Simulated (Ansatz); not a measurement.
Sn: single point with r2SCAN

The system is Sn.

```
Sn
1.0
    -1.72654    1.77555    2.33834
     1.72654   -1.77555    2.33834
     1.72654    1.77555   -2.33834
Sn
1
Direct
  0.00000 0.00000 0.00000
```

This isn't the form of Sn at room conditions, which is tetragonal (white tin).

```json
{
 "Program": "Ansatz 0.2.0",
 "Task": "single point",
 "Functional": "r2SCAN",
 "Potentials or basis": "Ansatz PAW",
 "Cutoff": "500 eV (not typed: the program's choice for these potentials)",
 "k mesh": "11 × 11 × 11",
 "Occupations": "gaussian, width 0.025 eV",
 "Spin": "spin-orbit coupling, no magnetisation"
}
```

| Quantity | Value |
| --- | --- |
| Pressure | -2.2 GPa |
| Band gap on the k mesh | none (metal or under the smearing width) |

Stress tensor (GPa, compression positive):
```
-1.53  0.00  0.00
 0.00 -3.23  0.00
 0.00  0.00 -1.86
```

Levels at points of the mesh, in eV from the Fermi level:
| k point | band 12 | band 13 | band 14 | band 15 | band 16 | band 17 |
| --- | --- | --- | --- | --- | --- | --- |
| (0.00, 0.00, 0.00) | -11.32 | 6.94 | 6.94 | 7.87 | 7.87 | 8.27 |

Run time: 52 s on 1 thread of Arm Neoverse V2, with other jobs on the host, peak memory 0.62 GiB.

Caveat: the PAW data sets come from PBE, with cores solved anew for the run's functional, which leaves a small shift of forces and pressure.
